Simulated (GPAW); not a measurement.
Runs of GPAW 26.7.0 on BAs. Symmetry: Pm-3m, No. 221, cubic system. The conventional cell has a = 2.934 Å, b = 2.934 Å, c = 2.934 Å, α = 90.00°, β = 90.00°, γ = 90.00°. Around B (site symmetry m-3m) lie 8 As at 2.54 Å. Around As (site symmetry m-3m) lie 8 B at 2.54 Å. The cell was built by a generator and needn't be a form met in nature.

```csv
level,potentials or basis,eigensolver,gap on the mesh (eV),pressure (GPa),relaxed volume (Å³/atom)
BLYP,"PAW data sets generated in the run's folder for this functional, pw",davidson,none,0.1,14.10
r2SCAN,"GPAW PAW data sets (gpaw-data 1.2.1), pw",-,none,-0.2,-
revPBE,"the program's PAW data sets (release 1.2.1) made for this functional, pw",-,none,0.0,(a)
RPBE,"the program's PAW data sets (release 1.2.1) made for this functional, pw",-,none,0.0,12.90
PBEsol,"PAW data sets generated in the run's folder for this functional, pw",-,none,0.2,12.18
LDA,"the program's PAW data sets (release 1.2.1) made for this functional, pw",-,none,0.0,(b)
```

Alike in all rows: task relaxation of cell and atoms; no spin polarisation; cell relaxed; k mesh 9 × 9 × 9; cutoff (eV) 800; smearing fermi-dirac 0.05 eV.

Question: Fill in the values left out.

Answer: (a) 12.84; (b) 12.00.

Caveats: later steps reuse the first step's grids; the relaxation stopped at its first step, so nothing moved (some runs); the PAW data sets were made with another functional, which shifts forces and pressure a little (some runs).

A k mesh can miss the band edges, and the runs leave out spin-orbit coupling on As.

A gap of «none» marks a metal or a gap under the smearing width.

Runs at the PBE level aren't shown here.
